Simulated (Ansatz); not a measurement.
Level of theory: Ansatz 0.2.0, DFT PBE, scalar-relativistic, plane waves, PAW. All cells share a 420 eV cutoff and Γ-centred k meshes spaced at most about 0.3 Å⁻¹ (about 0.25 or finer for metals, 2π included). No spin polarisation.

Each guess is relaxed in cell and atoms at zero pressure, on a coarse mesh first where it starts far from rest and then on a converged one. The steps can't lower the symmetry of the start, but it can rise. Energies are static (0 K, no zero-point motion).

Two unrelaxed guesses for HgH3:

Guess 1.

Space group Pm-3m (No. 221). a = 4.878 Å, b = 4.878 Å, c = 4.878 Å, α = 90.00°, β = 90.00°, γ = 90.00°
| atom | site | symmetry | x | y | z |
| --- | --- | --- | --- | --- | --- |
| Hg | 1b | m-3m | 0.5000 | 0.5000 | 0.5000 |
| Hg | 1a | m-3m | 0.0000 | 0.0000 | 0.0000 |
| H | 6f | 4m.m | 0.1414 | 0.5000 | 0.5000 |

Guess 2.

Space group P6_3/mmc (No. 194). a = 5.185 Å, b = 5.185 Å, c = 4.226 Å, α = 90.00°, β = 90.00°, γ = 120.00°
| atom | site | symmetry | x | y | z |
| --- | --- | --- | --- | --- | --- |
| Hg | 2d | -6m2 | 0.6667 | 0.3333 | 0.2500 |
| H | 6h | mm2 | 0.3283 | 0.1641 | 0.7500 |

**Question.** Do they relax into the same structure? If not, which is lower?

**Answer.** No. Guess 1 ends lower, by 0.73 eV/atom. Guess 1: Pm-3m at 14.5 Å³/atom → Pm-3m at 46.0 Å³/atom; Guess 2: P6_3/mmc at 12.3 Å³/atom → P6_3/mmc at 10.5 Å³/atom. Counting H atoms around Hg (those within 1.25 times the shortest such distance or 1.15 times the sum of covalent radii; a plus sign parts nearer from farther groups; the shortest distance is added where it is long for a bond; a slash parts the counts of unlike sites), the end of guess 1 has Hg 6+6 from 3.2 Å/24 from 5.1 Å and the end of guess 2 has Hg 6. The end of guess 1 holds H–H pairs as short as in free H₂ molecules (shortest 0.75 Å); in the end of guess 2 the shortest H–H distance is 1.95 Å. End of guess 1. Conventional cell: a = 7.167 Å. Hg on its first site has 6 H at 3.21 Å and 6 H at 3.96 Å (long contacts); Hg on its second site has 24 H at 5.08 Å (long contacts); H is surrounded by 1 H at 0.75 Å, 1 Hg at 3.21 Å, 1 Hg at 3.96 Å, 4 H at 4.54 Å, 4 Hg at 5.08 Å and 8 H at 5.10 Å. End of guess 2. Conventional cell: a = 3.938 Å, c = 6.263 Å. Hg is surrounded by 6 H at 1.97 Å; H has 4 H at 1.95–1.98 Å and 2 Hg at 1.97 Å.

Cells without such a test can be saddle points. Shaken at random and relaxed again, the end of guess 1 came back. Even the lowest of the cells shown lies +0.03 eV/atom against the elements. No dispersion correction is applied, so the spacing and binding between layers, chains or molecules are poorly described (Pm-3m, P6_3/mmc), and this can change margins and order among such cells. Spin–orbit coupling, which can matter for Hg, is left out. With hydrogen, zero-point motion can shift such differences by 10 meV/atom or more. Some candidate types were left out of the draw beforehand, so a known form may be missing.
